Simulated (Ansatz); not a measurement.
NaH (started from an entry of an open crystallographic database) with hydrogen sites as listed, relaxed with r2SCAN: the symmetry is Fm-3m (No. 225, cubic); conventional cell a = 4.795 Å, 13.78 Å³ an atom. Around Na lie 6 H at 2.40 Å; around H lie 6 Na at 2.40 Å. One-shot G0W0@PBE in Ansatz on a 4×4×4 mesh (contour deformation, no spin-orbit coupling), from a PBE gap of 3.803 eV over the mesh points (the G0W0 gap is indirect on the mesh); the number N of bands summed and the screening cutoff rise together. Calculated for a static, non-magnetic cell.

```
  N  cutoff (eV)  1000/N  G0W0 gap (eV)
 49           80  20.408          5.869
108          140   9.259          5.981
```

**Lay a straight line in 1000/N through these rows.** The slope is -0.0100 eV per unit of 1000/N and the intercept 6.074 eV.

**Predict the gap at N = 195 (210 eV).** 6.074 + (-0.0100) × 5.128 = 6.023 eV; the run gives 6.036 eV, +0.013 eV from the line.

**With that run's result added, what limit do the last two rows suggest?** Their slope is (6.036 − 5.981)/(5.128 − 9.259) = -0.0133, which meets 1/N = 0 at 6.10 eV, against 6.074 eV from the first line. The slope steepens, so 1/N isn't yet asymptotic and the true limit probably lies higher still; the k mesh isn't extrapolated.
